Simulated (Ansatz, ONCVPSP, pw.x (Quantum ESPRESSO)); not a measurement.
# From atom to crystal: ONCV potential for La (Z = 57)

* Element: lanthanum
* Generator: ONCVPSP 4.0.1.1 (patched build)
* Type: optimised norm-conserving Vanderbilt (ONCV)
* Functional: PBE
* Relativity: scalar-relativistic
* Frozen core: [Kr]
* Valence charge: 21
* Reference configuration: 4d10 5s2 5p6 5d1 6s1 (charge +1)
* Partial waves: 5s+6s: rc 2.75 bohr, ncon 4, nbas 9, qcut 3.7 1/bohr, 2 projectors; 5p: rc 1.85 bohr, ncon 4, nbas 7, qcut 5.1 1/bohr, 2 projectors, debl 0.5 Ha; 4d+5d: rc 1.50 bohr, ncon 3, nbas 8, qcut 10.5 1/bohr, 2 projectors; f scattering state at 0.13 Ha: rc 2.40 bohr, ncon 3, nbas 6, qcut 5.3 1/bohr, 3 projectors, debl 1.7 Ha
* Local potential: polynomial inside 1.40 bohr (lpopt 4, dvloc0 1 Ha)
* Core correction: Teter function, parameters optimised by the program

In the p channel the program set the typed energies aside and used -1.036, 0.250 Ha. In the f channel the program set the typed energies aside and used -0.374, 1.326, 3.026 Ha.

Atomic tests: cutoffs needed: 44 Ha and 48 Ha (the cutoffs (Ha) at which the residual kinetic energy of the hardest occupied pseudo-wave falls to 1 and 0.1 mHa per electron); ghost test: no bound ghost flagged; no localised positive-energy state flagged; largest excitation error: -5.1 meV (all-electron minus pseudo) for 4d10 5s2 5p6 5d0 6s0, out of 4 test configurations.

Crystal test: bcc La in pw.x 7.5, no spin, 11³ k-points, Fermi–Dirac smearing 0.01 Ry, cutoffs 115/460 Ry. The lattice is a test structure that the element need not adopt, and mesh and smearing are coarse.

pw.x input:

```
&control
  calculation='scf', prefix='x', pseudo_dir='./', outdir='./tmp', tstress=.true., disk_io='none'
/
&system
  ibrav=0, nat=1, ntyp=1, ecutwfc=115, ecutrho=460, nbnd=19,
  occupations='smearing', smearing='fd', degauss=0.01
/
&electrons
  conv_thr=1e-09, mixing_beta=0.4, electron_maxstep=70
/
ATOMIC_SPECIES
La 1.0 La.UPF
CELL_PARAMETERS angstrom
  -2.11439468 2.11439468 2.11439468
  2.11439468 -2.11439468 2.11439468
  2.11439468 2.11439468 -2.11439468
ATOMIC_POSITIONS crystal
La 0.0000 0.0000 0.0000
K_POINTS automatic
11 11 11 0 0 0
```

```bash
pw.x < La.scf.in > La.scf.out
```

Task: How does the run end?

Result: It converges; the pressure is 0.15 GPa against 0.21 GPa from all-electron LAPW.  The log shows:

```
     number of k points=    56  Fermi-Dirac smearing, width (Ry)=  0.0100
     iteration #  1     ecut=   115.00 Ry     beta= 0.40
     total energy              =    -409.54248929 Ry
     estimated scf accuracy    <       1.09250360 Ry
     iteration #  2     ecut=   115.00 Ry     beta= 0.40
     total energy              =    -409.58319934 Ry
     estimated scf accuracy    <       0.10318510 Ry
     iteration #  3     ecut=   115.00 Ry     beta= 0.40
     total energy              =    -409.61251269 Ry
     estimated scf accuracy    <       0.00094931 Ry
     iteration #  4     ecut=   115.00 Ry     beta= 0.40
     c_bands:  2 eigenvalues not converged
     c_bands:  1 eigenvalues not converged
     total energy              =    -409.61404442 Ry
     estimated scf accuracy    <       0.00011131 Ry
     [... 3 iterations left out ...]
     iteration #  8     ecut=   115.00 Ry     beta= 0.40
     total energy              =    -409.61402761 Ry
     estimated scf accuracy    <       0.00000006 Ry
     iteration #  9     ecut=   115.00 Ry     beta= 0.40
     total energy              =    -409.61402762 Ry
     estimated scf accuracy    <          1.5E-09 Ry
     iteration # 10     ecut=   115.00 Ry     beta= 0.40
     total energy              =    -409.61402762 Ry
     estimated scf accuracy    <          1.3E-09 Ry
     iteration # 11     ecut=   115.00 Ry     beta= 0.40
     the Fermi energy is    12.5068 ev
!    total energy              =    -409.61402762 Ry
     estimated scf accuracy    <          2.0E-10 Ry
     smearing contrib. (-TS)   =      -0.01092836 Ry
     The total energy is F=E-TS. E is the sum of the following terms:
     one-electron contribution =    -236.76287985 Ry
     hartree contribution      =     109.22012433 Ry
     xc contribution           =     -81.22803310 Ry
     ewald contribution        =    -200.83231063 Ry
     convergence has been achieved in  11 iterations
          total   stress  (Ry/bohr**3)                   (kbar)     P=        1.49
     Message from routine punch:
     Nothing written, as per user request (disk_io='none')
```
